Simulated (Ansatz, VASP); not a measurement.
This is a calculation of Mo for Ansatz 0.2.0. 

The input input.yaml:

```yaml
crystal:
  lattice:
    - [-1.5838089719, 1.5838089719, 1.5838089719]
    - [1.5838089719, -1.5838089719, 1.5838089719]
    - [1.5838089719, 1.5838089719, -1.5838089719]
  atoms:
    - { symbol: Mo, position: [0.0, 0.0, 0.0] }
hamiltonian:
  xc: revpbe
  pseudopotentials: { kind: paw }
  dispersion: d4
kpoints:
  mp_grid: { grid: [12, 12, 12] }
scf:
  occupations: { method: fermi_dirac, width: 0.05 }
output:
  forces: true
  stress: true
relax:
  f_tol: 0.01
  max_steps: 40
  cell: { stress_tol: 0.05 }
```

Potentials or basis: Ansatz PAW.

The run is started by

```bash
$ ansatz run input.yaml --threads 2 --pin off --max-ram 5632MiB --backend cpu --events-out ev --progress --plain --runs-dir out
```

Task: Set up the same calculation for VASP 6.6.1. Potentials or basis there: PBE PAW files Mo_sv, 600 eV.

Result: As run (cutoffs and basis follow the program's own potentials, and thresholds, step limits or extra output files can differ):

File INCAR:

```
SYSTEM = Mo
  PREC = Accurate
  ENCUT = 600
  EDIFF = 1E-6
  ISMEAR = -1
  SIGMA = 0.05
  LREAL = .False.
  LASPH = .True.
  NELM = 80
  ALGO = Fast
  ISIF = 3
  LWAVE = .False.
  LCHARG = .False.
  GGA = RE
  IVDW = 13
  IBRION = 2
  NSW = 60
  EDIFFG = -0.01
```

KPOINTS

```
Automatic mesh
0
Gamma
  12 12 12
  0 0 0
```

Contents of POSCAR:

```
Mo
1.0
   -1.5838089719      1.5838089719      1.5838089719
    1.5838089719     -1.5838089719      1.5838089719
    1.5838089719      1.5838089719     -1.5838089719
Mo
1
Direct
    0.0000000000      0.0000000000      0.0000000000
```

Potentials or basis: VASP PAW PBE potentials, release 64 (Mo_sv).

Run with:

```console
$ cat potpaw_PBE.64/Mo_sv/POTCAR > POTCAR
$ mpirun -np 1 vasp_std > vasp.out
```

Both were run:

|  | Ansatz | VASP |
| --- | --- | --- |
| Relaxed volume | 15.36 Å³/atom | 15.39 Å³/atom |
| Relaxed cell | a = 2.712 Å, b = 2.712 Å, c = 2.712 Å, α = 109.47°, β = 109.47°, γ = 109.47° | a = 2.714 Å, b = 2.714 Å, c = 2.714 Å, α = 109.47°, β = 109.47°, γ = 109.47° |
| Space group after relaxing | Im-3m (No. 229) | Im-3m (No. 229) |
| Pressure after relaxing | 0.0 GPa | 0.0 GPa |

Ansatz's pressure holds a Pulay term of +0.06 GPa for its cutoff of 420 eV, which the other run lacks.

Ansatz's potentials were made for PBE. VASP's potentials were made for PBE.

Where Ansatz's input types no cutoff or centring, it takes its own default and a Γ-centred mesh.

Pressure is positive in compression.
